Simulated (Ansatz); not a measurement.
## ZnO at a changed volume — ⁶⁷Zn NMR of the central transition

Cell: a structure deposited in the COD, relaxed with PBE at fixed cell and then changed (volume scaled by 0.98, ions relaxed).

```xyz
4
Lattice="3.2276 0.0000 0.0000 -1.6138 2.7952 0.0000 0.0000 0.0000 5.1689" Properties=species:S:1:pos:R:3 pbc="T T T"
Zn    0.0000    1.8635    0.0025
Zn    1.6138    0.9317    2.5869
O     0.0000    1.8635    1.9725
O     1.6138    0.9317    4.5570
```

Atoms are numbered from 1 in the order listed; like atoms form one site, named after its first atom.

The numbers come from a DFT calculation in Ansatz (PBE, plane waves and PAW, scalar-relativistic, 420 eV cutoff, Γ-centred 11×11×6 k-points, Fermi–Dirac smearing 0.02 eV).

⁶⁷Zn has I = 5/2 and Q = 122.0 mb (Pyykkö 2018); at 14.1 T its Larmor frequency is ν₀ = 37.6 MHz. Only the quadrupole interaction is simulated: positions count from each site's isotropic chemical shift, and J coupling is left out, as are shift anisotropy and dipolar coupling, which fast spinning averages.

Simulated pattern of one Zn site (fast magic-angle spinning, Gaussian broadening 0.04 kHz):

| offset (kHz) | height |
| --- | --- |
| -1.104 | 0 |
| -1.061 | 4 |
| -1.017 | 6 |
| -0.974 | 6 |
| -0.930 | 6 |
| -0.886 | 6 |
| -0.843 | 7 |
| -0.799 | 7 |
| -0.756 | 7 |
| -0.712 | 11 |
| -0.669 | 74 |
| -0.625 | 75 |
| -0.581 | 53 |
| -0.538 | 47 |
| -0.494 | 44 |
| -0.451 | 43 |
| -0.407 | 43 |
| -0.364 | 44 |
| -0.320 | 47 |
| -0.276 | 53 |
| -0.233 | 64 |
| -0.189 | 100 |
| -0.146 | 81 |
| -0.102 | 3 |

Question: Which |C_Q| and η does the pattern imply?

Answer: The pattern spans 0.915 kHz before broadening and its centre of gravity is at -0.427 kHz, which fixes P_Q; the places of the horns and steps fix η. That gives P_Q = 1.64 MHz, |C_Q| = 1.64 MHz and η = 0.00. The sign of C_Q can't be read from the pattern.

An axis of threefold or higher order runs through Zn, so V_zz lies along it and η is zero.

With a gap of 0.8 eV on this mesh, small gradients can still move by 0.1 × 10²¹ V/m² or more as the k-mesh gets denser. At this changed cell the PBE pressure is 8 GPa.

The relaxation (2 steps) took 3.5 s of wall time (3.5 s of CPU time) and 0.47 GiB at its peak, on 1 thread of AMD EPYC 9R45 (Zen 5) (x86_64; 16 cores open to the job, memory cap 3.0 GiB, no GPU), a shared host with a load of 0.3 a core.
